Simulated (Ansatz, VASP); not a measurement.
## Two plane-wave programs on Ru

```
Ru
1.0
     0.00000    1.88246    1.88246
     1.88246    0.00000    1.88246
     1.88246    1.88246    0.00000
Ru
1
Direct
  0.00000 0.00000 0.00000
```

Alike in both runs: functional PBEsol; k mesh 8 × 8 × 8; occupations gaussian, width 0.1 eV; no spin polarisation.

Ansatz relaxed the structure, and its values are those at the end. VASP's run is a single point on that final structure, the one shown.

|  | VASP | Ansatz |
| --- | --- | --- |
| version | VASP 6.6.1 | Ansatz 0.2.0 |
| potentials or method | VASP PAW PBE potentials, release 64 (Ru_pv) | scalar-relativistic, plane waves, PAW |
| plane-wave cutoff (eV) | 520 | 420 |
| valence electrons in the cell | 14 | 16 |

|  | VASP | Ansatz | Ansatz less VASP |
| --- | --- | --- | --- |
| gap on the k mesh at the Fermi level (eV) | none | none | - |
| pressure (GPa) | -0.1 | -0.1 | +0.06 |

A gap of «none» marks a metal or a gap that the smearing closes. The two sets of potentials don't hold the same shells in valence.

Caveats: the k mesh is coarse (spacing up to 0.36 Å⁻¹), so the values aren't converged; the PAW data sets were made with another functional, which shifts forces and pressure a little (VASP).
